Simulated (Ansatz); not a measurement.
# SCF log, Co

System: Co, a measured crystal structure (space group Fm-3m, primitive cell doubled); the cell holds 2 atoms. The computed pressure is over 10 GPa in size, so the cell is far from the computed equilibrium volume. Source: COD entry 1534891; the sample's temperature and pressure aren't taken into account, and it need not be the stable phase.

All numbers below come from DFT, r2SCAN, PAW, plane waves, scalar-relativistic in Ansatz.

The input:

```yaml
crystal:
  lattice:
    - [0.0, 1.71, 1.71]
    - [3.42, 0.0, 3.42]
    - [1.71, 1.71, 0.0]
  atoms:
    - { symbol: Co, position: [0.0, 0.0, 0.0], spin: 3.0 }
    - { symbol: Co, position: [0.0, 0.5, 0.0], spin: 3.0 }
magnetization:
  spin_polarized: true
hamiltonian:
  xc: r2scan
  pseudopotentials: { kind: paw }
basis:
  ecutwfc: 500
kpoints:
  mp_grid: { grid: [13, 7, 13] }
scf:
  occupations: { method: gaussian, width: 0.1 }
  lower_state_search: standard
output:
  forces: true
  stress: true
```

Program output, abridged:

```
Warning: crystal.symmetry: narrowed to the stabiliser of the k-point mesh — unitary ops 24 → 8; excluded 16 operations that carry a point of the 13×7×13 mesh (shift [0, 0, 0]) off the mesh (the run samples exactly the mesh kpoints.mp_grid names, as under crystal.symmetry.detect: false, and its converged state has the mesh's symmetry, not the crystal's; [...]
the run goes by scf.lower_state_search standard: where its kind and settings allow, a search for a lower-energy state can add stability tests and further SCF calculations, which can take several times, in some runs tens of times, as long as the SCF (see the manual's entry of the key); [...]
Pseudopotentials: kind: paw
Pseudopotential: Co, paw, valence charge 17, recommended cutoff 500 eV (meta_gga), Co.paw.azcp
Functional definition: r2SCAN
Crystal: 2 atoms, lattice volume = 20.001 Å³
Basis set: ecut = 500 eV, 525 PW (Γ), exchange–correlation on 72×144×72 points (64 copies of the dense FFT grid, shifted against one another)
Bands: 24, of which v1, the nominal top of the filled ones, is band 17 counted from 1 (16 counted from 0)
Symmetry: 8 space group operations
k-points: 322 of 1183
Non-local potential: Co, projectors of the file, l = 0: 3, l = 1: 2, l = 2: 3, l = 3: 1
PAW frozen core: Co, regenerated for the run's functional (the file was generated under x = pbe(κ = 0.804, μ = 0.2195149727645171), c = pbe(β = 0.06672455060314922))
Initial density: superposition of atomic densities (chi_scale 0.1, normalization cell)
Starting moments: Σ|m| = 6 μB on 2 of 2 sites
Initial wavefunctions: pseudopotential atomic-orbital guess
Functional: x = r2scan, c = r2scan; τ floored in thin density (d = 2e-4 eV/Å³)
SCF iter   1: F=-10260.267100 eV  HF=-10261.145940 eV  |F-HF|=8.79e-1  |Δ(HF+E_count)|=         —  Δρ=1.05e-1 (↑1.05e-1 ↓6.13e-2)  dr2=2.57e0  dr2_τ=3.10e-2  dr2_m=3.82e-1  M=4.552 μB ∫|m|=4.806 μB  β_m=1.00  ethr=3.10e-3  ⟨swp⟩=5.4  Hψ=60194  notcnv=0
Mixer restart at iter 1: flushing history
preconditioner: auto → none  [metal: Δε(μ)=0.004 eV  Ē_g=12.437 eV  σ=0.100 eV  W_gap=0.02  n_scr=2 (ndim 8)  ℏωp=35.2 eV  f_vac=0.000  D(μ)=1.43/eV (n_scr^D=16)  sad-step TF]
SCF iter   2: F=-10262.318684 eV  HF=-10260.951007 eV  |F-HF|=1.37e0  |Δ(HF+E_count)|=   1.95e-1  Δρ=2.36e-2 (↑2.36e-2 ↓2.07e-2)  dr2=2.46e-1  dr2_τ=2.18e-2  dr2_m=1.32e-2  M=4.246 μB ∫|m|=4.760 μB  β_m=1.00  ethr=3.10e-3  ⟨swp⟩=2.2  Hψ=27235  notcnv=0  defer=1218  κ⁻¹=1.0e0(r=1)
SCF iter   3: F=-10262.142970 eV  HF=-10261.524915 eV  |F-HF|=6.18e-1  |Δ(HF+E_count)|=         —  Δρ=4.08e-2 (↑4.08e-2 ↓1.95e-2)  dr2=2.59e-1  dr2_τ=1.59e-3  dr2_m=9.48e-2  M=3.982 μB ∫|m|=4.498 μB  β_m=1.00  ethr=7.24e-4  ⟨swp⟩=2.1  Hψ=20279  notcnv=0  defer=1232
Mixer restart at iter 3: flushing history
SCF iter   4: F=-10260.954672 eV  HF=-10263.616021 eV  |F-HF|=2.66e0  |Δ(HF+E_count)|=    2.09e0  Δρ=1.20e-1 (↑6.57e-2 ↓1.20e-1)  dr2=3.73e0  dr2_τ=8.26e-3  dr2_m=1.49e-1  M=3.632 μB ∫|m|=4.131 μB  β_m=1.00  ethr=1.47e-4  ⟨swp⟩=3.2  Hψ=34941  notcnv=0  defer=1241
[... 6 iterations left out ...]
SCF iter  11: F=-10263.012400 eV  HF=-10263.012389 eV  |F-HF|=1.06e-5  |Δ(HF+E_count)|=   4.06e-5  Δρ=1.09e-4 (↑7.49e-5 ↓1.09e-4)  dr2=9.03e-7  dr2_τ=3.71e-8  dr2_m=1.76e-7  M=3.610 μB ∫|m|=4.058 μB  β_m=1.00  ethr=7.80e-9  ⟨swp⟩=2.0  Hψ=26455  notcnv=0  defer=1265  κ⁻¹=3.3e-8(r=7)
SCF iter  12: F=-10263.012407 eV  HF=-10263.012404 eV  |F-HF|=3.36e-6  |Δ(HF+E_count)|=   1.47e-5  Δρ=7.93e-5 (↑5.30e-5 ↓7.93e-5)  dr2=6.58e-7  dr2_τ=1.47e-8  dr2_m=4.56e-8  M=3.610 μB ∫|m|=4.056 μB  β_m=1.00  ethr=2.66e-9  ⟨swp⟩=2.2  Hψ=26637  notcnv=0  defer=1265  κ⁻¹=5.0e-9(r=8)
SCF iter  13: F=-10263.012411 eV  HF=-10263.012409 eV  |F-HF|=2.24e-6  |Δ(HF+E_count)|=   5.17e-6  Δρ=4.25e-5 (↑3.48e-5 ↓4.25e-5)  dr2=1.79e-7  dr2_τ=5.46e-9  dr2_m=3.09e-8  M=3.610 μB ∫|m|=4.056 μB  β_m=1.00  ethr=1.94e-9  ⟨swp⟩=2.0  Hψ=25875  notcnv=0  defer=1265  κ⁻¹=3.2e-7(r=8)
SCF iter  14: F=-10263.012413 eV  HF=-10263.012412 eV  |F-HF|=7.79e-7  |Δ(HF+E_count)|=   3.02e-6  Δρ=2.59e-5 (↑1.96e-5 ↓2.59e-5)  dr2=5.08e-8  dr2_τ=4.06e-9  dr2_m=9.43e-9  M=3.610 μB ∫|m|=4.056 μB  β_m=1.00  ethr=5.27e-10  ⟨swp⟩=2.0  Hψ=26553  notcnv=0  defer=1265  κ⁻¹=2.8e-7(r=8)
SCF iter  15: F=-10263.012413 eV  HF=-10263.012413 eV  |F-HF|=7.47e-8  |Δ(HF+E_count)|=   1.12e-6  Δρ=1.07e-5 (↑7.49e-6 ↓1.07e-5)  dr2=7.87e-9  dr2_τ=9.43e-10  dr2_m=2.77e-9  M=3.610 μB ∫|m|=4.056 μB  β_m=1.00  ethr=1.49e-10  ⟨swp⟩=2.0  Hψ=26598  notcnv=0  defer=1265  κ⁻¹=5.3e-8(r=8)
SCF iter  16: F=-10263.012414 eV  HF=-10263.012414 eV  |F-HF|=6.04e-9  |Δ(HF+E_count)|=   1.47e-7  Δρ=3.84e-6 (↑3.26e-6 ↓3.84e-6)  dr2=1.35e-9  dr2_τ=1.33e-10  dr2_m=4.96e-10  M=3.611 μB ∫|m|=4.056 μB  β_m=1.00  ethr=2.31e-11  ⟨swp⟩=2.6  Hψ=28200  notcnv=0  defer=1265  κ⁻¹=1.3e-6(r=8)
SCF iter  17: F=-10263.012414 eV  HF=-10263.012414 eV  |F-HF|=1.13e-8  |Δ(HF+E_count)|=   4.77e-9  Δρ=2.51e-6 (↑2.51e-6 ↓2.30e-6)  dr2=6.58e-10  dr2_τ=4.89e-11  dr2_m=2.99e-10  M=3.611 μB ∫|m|=4.056 μB  ethr=3.96e-12  ⟨swp⟩=1.5  Hψ=45573  notcnv=0
SCF 1 converged in 17 iterations: F = -10263.012414 eV  dr2 = 6.58e-10
  greatest PAW one-centre occupation: 1.004 electrons in one spin orbital (limit 2), on the Co atom at site 1 (counted from 0), in its partial waves of l = 1
this state was not tested for a lower state beside it, because the mixer in use, unlike msr1, does not test its closes by its own steps (another_mixer; see scf.mixing.algorithm and scf.lower_state_search)
SCF converged after 17 iterations
Magnetization: 3.6105 μB (18.8053 up, 15.1947 down)
Absolute magnetization: 4.0590 μB (∫|ρ↑−ρ↓|, with the PAW one-centre terms)
Spin contamination: 0.0954 ħ² per cell (⟨S²⟩ above its minimum at these occupations)
Per-site moments (μB) at R_I (Å): [(1.9061, 0.9975), (1.9061, 0.9975)]
Free energy (F): -10263.012414 eV
Harris-Foulkes:  -10263.012414 eV  (|F-HF|=1.13e-8)
Internal energy: -10263.004383 eV  (E = F + TS)
E sigma→0 (E₀):  -10263.008398 eV
Entropy (-TS):   -0.008031 eV (-4.015 meV/atom)
Fermi energy:    20.963521 eV
--- Per-component energies (eV) ---
  E_band       = -477.058423
  E_kinetic    = 913.119362
  E_local      = -5434.128368  (includes V_loc(G=0)·N_el)
  E_nonlocal   = 913.164201
  E_hartree    = 2290.396735
  E_xc         = -317.194292
  E_vxc        = -462.697398  (∫ρ·V_xc dr)
  E_paw        = -3048.855806  (= ΣΔE_a)
  E_vpaw       = -1016.904095  (= ΣTr[D̂ρ^β])
  E_aug_tail   = 0.000062  (compensation charges beyond the density's cutoff)
  E_vtau       = 29.595148  (kinetic-family band-sum trace: ∫τ·v_τ [+ j·A + Jᵃ·Aᵃ] dr)
  E_ewald      = -5578.915865
  E_core_change = -0.590412  (= ΣΔE_core)
  E_smearing   = -0.008031  (= −TS)
  E_closure    = 0.000000  (closes the sum)
  Σ components = -10263.012414   (vs F -10263.012414, Δ=0.00e0)
--- Forces (eV/Å), atoms counted from 1 ---
  atom   1  Co     0.00000000     0.00000000     0.00000000
  atom   2  Co     0.00000000     0.00000000     0.00000000
  max |Σ_I F_I| component: 1.33e-28 eV/Å
--- Stress (GPa, compression-positive) ---
       20.833219       0.070228      -0.480049
        0.070556      20.937563       0.070556
       -0.480049       0.070228      20.833219
  P = ⅓ Tr σ = 20.8680 GPa (208.680 kbar)
```

Among 12 converged runs of this cell from various starts and settings, this end is the lowest found.

r2SCAN tends to overstate moments and magnetic energies in itinerant metals. The mesh has less symmetry than the lattice, which lowers the symmetry of the run.

The run took 19 s on 2 threads of Intel(R) Xeon(R) 6975P-C (shared host), peak memory 0.67 GiB.
